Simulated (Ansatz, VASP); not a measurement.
**Si: VASP and Ansatz over several settings**

```
Si
1.0
    -1.63769    1.63769    1.32907
     1.63769   -1.63769    1.32907
     1.63769    1.63769   -1.32907
Si
1
Cartesian
  0.0000 0.0000 0.0000
```

This isn't the form of Si at room conditions, which is diamond.

Single points on this cell with VASP 6.6.1 and Ansatz 0.2.0. Each row is one pair of runs. Alike in all rows: spin: off; smearing: fermi-dirac, width 0.05 eV; Ansatz's potentials, cutoff: Ansatz PAW, 420 eV.

```tsv
level	k mesh	VASP's potentials, cutoff	gap on the k mesh at the Fermi level (eV), VASP	gap on the k mesh at the Fermi level (eV), Ansatz	pressure (GPa), VASP	pressure (GPa), Ansatz	largest component of the traceless stress (GPa), VASP	largest component of the traceless stress (GPa), Ansatz
LDA	13 × 13 × 13	VASP PAW LDA potentials, release 64 (Si), 520 eV	none	none	-2.0	-2.0	1.98	1.94
PBEsol	13 × 13 × 13	VASP PAW PBE potentials, release 64 (Si), 520 eV	none	none	-0.9	-1.0	1.78	1.77
PBE0	6 × 6 × 6	VASP PAW PBE potentials, release 64 (Si), 520 eV	none	none	-3.0	-2.6	5.78	5.84
```

Pressure (GPa): the two programs differ by at most 0.34; largest component of the traceless stress (GPa): the two programs differ by at most 0.056.

A gap of «none» marks a metal or a gap that the smearing closes.

Caveats: the k mesh is coarse (spacing up to 0.51 Å⁻¹), so the values aren't converged, least of all with exact exchange (some rows); the PAW data sets were made with another functional, which shifts forces and pressure a little (VASP); the PAW data sets come from PBE, with cores solved anew for the run's functional, which leaves a small shift of forces and pressure (Ansatz); the thresholds are loose for stress (Ansatz).
